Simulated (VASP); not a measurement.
TiTe2: equation of state with PBE+D3(BJ)

TiTe2:

```
Te Ti
1.0
     3.70491    0.00000    0.00000
    -1.85245    3.20855    0.00000
     0.00000    0.00000    6.34938
Te Ti
2 1
Cartesian
  0.0000 2.1390 4.6243
  1.8525 1.0695 1.7251
  1.8525 3.2085 0.0000
```

```
Program                : VASP 6.6.1
Task                   : equation of state
Functional             : PBE
Dispersion             : D3(BJ)
Potentials or basis    : VASP PAW PBE potentials, release 64 (Te, Ti_sv)
Cutoff                 : 520 eV
k mesh                 : 8 × 8 × 4
Occupations            : fermi-dirac, width 0.05 eV
Spin                   : no spin polarisation
Ladder                 : gaps
Further INCAR settings : ALGO = Normal; EDIFF = 1e-06
```

```
Equilibrium volume                        : 25.16 Å³/atom
Bulk modulus at fixed shape and positions : 71 GPa
Pressure derivative of the bulk modulus   : 4.1 (rough: it moves with the points fitted)
```

Energy against volume, from the lowest point:
| volume (Å³/atom) | energy (meV/atom) |
| --- | --- |
| 24.153 | 9.65 |
| 24.656 | 2.35 |
| 25.159 | 0.00 |
| 25.662 | 2.12 |
| 26.166 | 8.28 |

All runs of the series together: 90 s on 1 thread of Intel(R) Xeon(R) 6975P-C (Granite Rapids), with other jobs on the host.

Caveat: the cell was scaled at fixed shape and fractional positions, which overstates the stiffness of a crystal with free parameters, most of all of layers and chains. The run has no spin-orbit coupling, so splittings on Te are missing.
